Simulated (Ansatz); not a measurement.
# CoSi2/Si/CoSi2: conductance against the thickness of the layer, part 5 of 6

How fast does the current through CoSi2/Si/CoSi2 fall with each added layer? Both electrodes are CoSi2 fluorite(111) turned by 180 degrees (type B); the barrier is Si diamond(111) (whole bilayers). In the first transport cell, after relaxation, the nearest pair of electrode and barrier is Si–Si at 2.39 Å, along the normal, at the lower face and Si–Si at 2.39 Å, along the normal, at the upper one. All share a net of side 3.829 Å, which strains the lower electrode by +1.0 % and the barrier by -1.0 %, against typed lattice constants near PBE's. The first steps treat the bulk electrodes alone.

Ansatz 0.2.0; PBE DFT, plane waves, PAW files (the session's first sound run).

So far, transmission at the Fermi level (a spin, zone mean): step 4 (the open system: T(E)) 0.147; step 5 (conductance on a fine mesh, atomic planes in the barrier 4, gap between the …) 0.290; step 6 (conductance on a fine mesh, 58 atoms) 0.129. Also channels of the lower lead: step 4 1.27; step 6 1.35.

### 7. Conductance on a fine mesh, atomic planes in the barrier 8, gap between the electrodes 15.09 Å

Level of this step: PBE DFT, plane waves, PAW files; ballistic transmission by layer matching between semi-infinite leads (Ansatz).

System of this step: CoSi2/Si/CoSi2. The cell holds 60 atoms: 18 Co and 42 Si. Cell: a = 3.829 Å, b = 3.829 Å, c = 79.773 Å, α = 90.0°, β = 90.0°, γ = 120.0°. Regions: left electrode, 26 atoms (9 Co and 17 Si); barrier, 8 atoms (8 Si); right electrode, 26 atoms (17 Si and 9 Co). Vacuum lies along c.

Barrier layers are added or taken out in the middle, and the relaxed faces stay.

input.yaml

```yaml
crystal:
  lattice:
    - [3.829, 0.0, 0.0]
    - [-1.9145, 3.3160112711, 0.0]
    - [0.0, 0.0, 79.7733289483]
  atoms:
    - { symbol: Co, position: [0.33333333, 0.66666667, 0.0877486259] }
    - { symbol: Si, position: [0.0, 0.0, 0.0971669214] }
    - { symbol: Si, position: [0.33333333, 0.66666667, 0.11682162] }
    - { symbol: Co, position: [0.0, 0.0, 0.1262399155] }
    - { symbol: Si, position: [0.66666667, 0.33333333, 0.135658211] }
    - { symbol: Si, position: [0.0, 0.0, 0.1553129096] }
    - { symbol: Co, position: [0.66666667, 0.33333333, 0.164731205] }
    - { symbol: Si, position: [0.33333333, 0.66666667, 0.1741495005] }
    - { symbol: Si, position: [0.66666667, 0.33333333, 0.1938041991] }
    - { symbol: Co, position: [0.33333333, 0.66666667, 0.2032224946] }
    - { symbol: Si, position: [0.0, 0.0, 0.2126407901] }
    - { symbol: Si, position: [0.33333333, 0.66666667, 0.2322954887] }
    - { symbol: Co, position: [0.0, 0.0, 0.2417137841] }
    - { symbol: Si, position: [0.66666667, 0.33333333, 0.2511320796] }
    - { symbol: Si, position: [0.0, 0.0, 0.2707867782] }
    - { symbol: Co, position: [0.66666667, 0.33333333, 0.2802050737] }
    - { symbol: Si, position: [0.33333333, 0.66666667, 0.2896233692] }
    - { symbol: Si, position: [0.66666667, 0.33333333, 0.3092780678] }
    - { symbol: Co, position: [0.33333333, 0.66666667, 0.3186963633] }
    - { symbol: Si, position: [0.0, 0.0, 0.3281146587] }
    - { symbol: Si, position: [0.33333333, 0.66666667, 0.3477693573] }
    - { symbol: Co, position: [0.0, 0.0, 0.3571876528] }
    - { symbol: Si, position: [0.66666667, 0.33333333, 0.3666059483] }
    - { symbol: Si, position: [0.0, 0.0, 0.3862606469] }
    - { symbol: Co, position: [0.66666667, 0.33333333, 0.3956789424] }
    - { symbol: Si, position: [0.33333333, 0.66666667, 0.4054461259] }
    - { symbol: Si, position: [0.33333333, 0.66666667, 0.4353560226] }
    - { symbol: Si, position: [0.66666667, 0.33333333, 0.4453598428] }
    - { symbol: Si, position: [0.66666667, 0.33333333, 0.4750770678] }
    - { symbol: Si, position: [0.0, 0.0, 0.4851413156] }
    - { symbol: Si, position: [0.0, 0.0, 0.5148585468] }
    - { symbol: Si, position: [0.33333333, 0.66666667, 0.5249227946] }
    - { symbol: Si, position: [0.33333333, 0.66666667, 0.5546400258] }
    - { symbol: Si, position: [0.66666667, 0.33333333, 0.5646438701] }
    - { symbol: Si, position: [0.66666667, 0.33333333, 0.5945537825] }
    - { symbol: Co, position: [0.33333333, 0.66666667, 0.6043210576] }
    - { symbol: Si, position: [0.0, 0.0, 0.6137393531] }
    - { symbol: Si, position: [0.33333333, 0.66666667, 0.6333940517] }
    - { symbol: Co, position: [0.0, 0.0, 0.6428123472] }
    - { symbol: Si, position: [0.66666667, 0.33333333, 0.6522306427] }
    - { symbol: Si, position: [0.0, 0.0, 0.6718853413] }
    - { symbol: Co, position: [0.66666667, 0.33333333, 0.6813036367] }
    - { symbol: Si, position: [0.33333333, 0.66666667, 0.6907219322] }
    - { symbol: Si, position: [0.66666667, 0.33333333, 0.7103766308] }
    - { symbol: Co, position: [0.33333333, 0.66666667, 0.7197949263] }
    - { symbol: Si, position: [0.0, 0.0, 0.7292132218] }
    - { symbol: Si, position: [0.33333333, 0.66666667, 0.7488679204] }
    - { symbol: Co, position: [0.0, 0.0, 0.7582862159] }
    - { symbol: Si, position: [0.66666667, 0.33333333, 0.7677045113] }
    - { symbol: Si, position: [0.0, 0.0, 0.7873592099] }
    - { symbol: Co, position: [0.66666667, 0.33333333, 0.7967775054] }
    - { symbol: Si, position: [0.33333333, 0.66666667, 0.8061958009] }
    - { symbol: Si, position: [0.66666667, 0.33333333, 0.8258504995] }
    - { symbol: Co, position: [0.33333333, 0.66666667, 0.835268795] }
    - { symbol: Si, position: [0.0, 0.0, 0.8446870904] }
    - { symbol: Si, position: [0.33333333, 0.66666667, 0.864341789] }
    - { symbol: Co, position: [0.0, 0.0, 0.8737600845] }
    - { symbol: Si, position: [0.66666667, 0.33333333, 0.88317838] }
    - { symbol: Si, position: [0.0, 0.0, 0.9028330786] }
    - { symbol: Co, position: [0.66666667, 0.33333333, 0.9122513741] }
kpoints:
  mp_grid: { grid: [8, 8, 1] }
scf:
  occupations: { method: fermi_dirac, width: 0.1 }
  max_iter: 150
hamiltonian:
  xc: pbe
output:
  transmission:
    kmesh: [24, 24]
    e_range: [-0.26, 0.27]
    de: 0.0375
    leads: [[11, 14], [46, 49]]
```

Launch:

```console
$ ansatz run input.yaml --threads 8 --pin off --max-ram 24576MiB --backend cpu --events-out ev --progress --plain --runs-dir out
```

Numbers of over 12 decimals in the logs are rounded to 6 here.

Output:

```text
[...]
Crystal: 60 atoms, lattice volume = 1012.883 Å³
Basis set: ecut = 420 eV, 19791 PW (Γ)
Bands: 297, of which v1, the nominal top of the filled ones, is band 237 counted from 1 (236 counted from 0)
Symmetry: 12 space group operations
[...]
k-points: 10 of 64
[...]
channels       : 1.348958e0 a spin
[...]
slowest decay  : 0.0407 /Å at (0.3333, 0.2083)
[...]
filled         : 12.8 meV over the level at which it is neutral
    channels       : 1.348958e0 a spin
[...]
slowest decay  : 0.0407 /Å at (0.3333, 0.2083)
  junction   : crystal 0 to crystal 1, 20.82 to 58.96 Å
    transmission   : 4.448016e-2 a spin
[...]
resistance     : 3.4223e-2 Ω µm² beyond half of each lead's own
[key lines of the parts left out:]
SCF converged after 12 iterations
Free energy (F): -118993.568081 eV
Fermi energy:    8.715275 eV
```

The job ended after 2.8 min (8 threads of Arm Neoverse V2, shared host; peak memory 12 GiB; 18 min of CPU time).

One spin. Table of transmission, zone mean by energy, zero at the Fermi level:

```csv
energy (eV),"transmission, zone mean"
-0.260,0.0499
-0.223,0.0481
-0.185,0.0563
-0.147,0.0456
-0.110,0.0475
-0.072,0.0450
-0.035,0.0448
0.003,0.0445
0.040,0.0470
0.077,0.0485
0.115,0.0497
0.152,0.0560
0.190,0.0657
0.228,0.0555
0.265,0.0657
```

G = 2.8e13 S/m² (1/G = 0.0355 Ω µm²), 0.35 times the step before of this kind. The largest error estimate is 13 %, from the mesh across the current. In the worse lead the potential repeats within 5.9 meV, which the program lets pass, though it still puts 5.5 % of error on the junction's conductance through them.

### 8. Conductance on a fine mesh, atomic planes in the barrier 12, gap between the electrodes 21.43 Å

System of this step: CoSi2/Si/CoSi2. The cell holds 64 atoms: 18 Co and 46 Si. Cell: a = 3.829 Å, b = 3.829 Å, c = 86.120 Å, α = 90.0°, β = 90.0°, γ = 120.0°. Regions: left electrode, 26 atoms (9 Co and 17 Si); barrier, 12 atoms (12 Si); right electrode, 26 atoms (17 Si and 9 Co). Vacuum lies along c.

Barrier layers are added or taken out in the middle, and the relaxed faces stay.

input.yaml

```yaml
crystal:
  lattice:
    - [3.829, 0.0, 0.0]
    - [-1.9145, 3.3160112711, 0.0]
    - [0.0, 0.0, 86.1203309759]
  atoms:
    - { symbol: Co, position: [0.33333333, 0.66666667, 0.0812816198] }
    - { symbol: Si, position: [0.0, 0.0, 0.0900057942] }
    - { symbol: Si, position: [0.33333333, 0.66666667, 0.1082119566] }
    - { symbol: Co, position: [0.0, 0.0, 0.116936131] }
    - { symbol: Si, position: [0.66666667, 0.33333333, 0.1256603053] }
    - { symbol: Si, position: [0.0, 0.0, 0.1438664678] }
    - { symbol: Co, position: [0.66666667, 0.33333333, 0.1525906422] }
    - { symbol: Si, position: [0.33333333, 0.66666667, 0.1613148165] }
    - { symbol: Si, position: [0.66666667, 0.33333333, 0.179520979] }
    - { symbol: Co, position: [0.33333333, 0.66666667, 0.1882451533] }
    - { symbol: Si, position: [0.0, 0.0, 0.1969693277] }
    - { symbol: Si, position: [0.33333333, 0.66666667, 0.2151754902] }
    - { symbol: Co, position: [0.0, 0.0, 0.2238996645] }
    - { symbol: Si, position: [0.66666667, 0.33333333, 0.2326238389] }
    - { symbol: Si, position: [0.0, 0.0, 0.2508300013] }
    - { symbol: Co, position: [0.66666667, 0.33333333, 0.2595541757] }
    - { symbol: Si, position: [0.33333333, 0.66666667, 0.2682783501] }
    - { symbol: Si, position: [0.66666667, 0.33333333, 0.2864845125] }
    - { symbol: Co, position: [0.33333333, 0.66666667, 0.2952086869] }
    - { symbol: Si, position: [0.0, 0.0, 0.3039328612] }
    - { symbol: Si, position: [0.33333333, 0.66666667, 0.3221390237] }
    - { symbol: Co, position: [0.0, 0.0, 0.3308631981] }
    - { symbol: Si, position: [0.66666667, 0.33333333, 0.3395873724] }
    - { symbol: Si, position: [0.0, 0.0, 0.3577935349] }
    - { symbol: Co, position: [0.66666667, 0.33333333, 0.3665177092] }
    - { symbol: Si, position: [0.33333333, 0.66666667, 0.3755650589] }
    - { symbol: Si, position: [0.33333333, 0.66666667, 0.4032706192] }
    - { symbol: Si, position: [0.66666667, 0.33333333, 0.4125371656] }
    - { symbol: Si, position: [0.66666667, 0.33333333, 0.440064254] }
    - { symbol: Si, position: [0.0, 0.0, 0.4493867745] }
    - { symbol: Si, position: [0.0, 0.0, 0.4769138687] }
    - { symbol: Si, position: [0.33333333, 0.66666667, 0.4862363892] }
    - { symbol: Si, position: [0.33333333, 0.66666667, 0.5137634833] }
    - { symbol: Si, position: [0.66666667, 0.33333333, 0.5230860039] }
    - { symbol: Si, position: [0.66666667, 0.33333333, 0.550613098] }
    - { symbol: Si, position: [0.0, 0.0, 0.5599356186] }
    - { symbol: Si, position: [0.0, 0.0, 0.5874627127] }
    - { symbol: Si, position: [0.33333333, 0.66666667, 0.5967292814] }
    - { symbol: Si, position: [0.33333333, 0.66666667, 0.6244348563] }
    - { symbol: Co, position: [0.0, 0.0, 0.6334822908] }
    - { symbol: Si, position: [0.66666667, 0.33333333, 0.6422064651] }
    - { symbol: Si, position: [0.0, 0.0, 0.6604126276] }
    - { symbol: Co, position: [0.66666667, 0.33333333, 0.6691368019] }
    - { symbol: Si, position: [0.33333333, 0.66666667, 0.6778609763] }
    - { symbol: Si, position: [0.66666667, 0.33333333, 0.6960671388] }
    - { symbol: Co, position: [0.33333333, 0.66666667, 0.7047913131] }
    - { symbol: Si, position: [0.0, 0.0, 0.7135154875] }
    - { symbol: Si, position: [0.33333333, 0.66666667, 0.7317216499] }
    - { symbol: Co, position: [0.0, 0.0, 0.7404458243] }
    - { symbol: Si, position: [0.66666667, 0.33333333, 0.7491699987] }
    - { symbol: Si, position: [0.0, 0.0, 0.7673761611] }
    - { symbol: Co, position: [0.66666667, 0.33333333, 0.7761003355] }
    - { symbol: Si, position: [0.33333333, 0.66666667, 0.7848245098] }
    - { symbol: Si, position: [0.66666667, 0.33333333, 0.8030306723] }
    - { symbol: Co, position: [0.33333333, 0.66666667, 0.8117548467] }
    - { symbol: Si, position: [0.0, 0.0, 0.820479021] }
    - { symbol: Si, position: [0.33333333, 0.66666667, 0.8386851835] }
    - { symbol: Co, position: [0.0, 0.0, 0.8474093578] }
    - { symbol: Si, position: [0.66666667, 0.33333333, 0.8561335322] }
    - { symbol: Si, position: [0.0, 0.0, 0.8743396947] }
    - { symbol: Co, position: [0.66666667, 0.33333333, 0.883063869] }
    - { symbol: Si, position: [0.33333333, 0.66666667, 0.8917880434] }
    - { symbol: Si, position: [0.66666667, 0.33333333, 0.9099942058] }
    - { symbol: Co, position: [0.33333333, 0.66666667, 0.9187183802] }
kpoints:
  mp_grid: { grid: [8, 8, 1] }
scf:
  occupations: { method: fermi_dirac, width: 0.1 }
  max_iter: 150
hamiltonian:
  xc: pbe
output:
  transmission:
    kmesh: [24, 24]
    e_range: [-0.26, 0.27]
    de: 0.0375
    leads: [[11, 14], [50, 53]]
```

Output:

```text
[...]
Crystal: 64 atoms, lattice volume = 1093.470 Å³
Basis set: ecut = 420 eV, 21311 PW (Γ)
Bands: 309, of which v1, the nominal top of the filled ones, is band 245 counted from 1 (244 counted from 0)
Symmetry: 12 space group operations
[...]
k-points: 10 of 64
[...]
channels       : 1.348958e0 a spin
[...]
slowest decay  : 0.0396 /Å at (0.3333, 0.2083)
[...]
filled         : 12.5 meV over the level at which it is neutral
    channels       : 1.348958e0 a spin
[...]
slowest decay  : 0.0396 /Å at (0.3333, 0.2083)
  junction   : crystal 0 to crystal 1, 20.82 to 65.30 Å
    transmission   : 8.533273e-3 a spin
[...]
resistance     : 1.8723e-1 Ω µm² beyond half of each lead's own
[key lines of the parts left out:]
SCF converged after 12 iterations
Free energy (F): -121536.796824 eV
Fermi energy:    8.533341 eV
```

Wall time 3 min (8 threads); peak memory 14 GiB.

G = 5.3e12 S/m² (1/G = 0.188 Ω µm²), 0.19 times the step before of this kind. The largest error estimate is 14 %, from the mesh across the current. In the worse lead the potential repeats within 5.9 meV, which the program lets pass, though it still puts 5.3 % of error on the junction's conductance through them.

(Part 5 of 6 ends here.)

[Logs are printed without paths, hosts, clocks, repeated set-up lines and the standing remarks that a program may print on its own settings, such as how far it seeks lower states.]

[Hosts, paths, dates, database ids (printed as entryN), source tags and the programs' standing remarks are cut or masked in the printed files.]
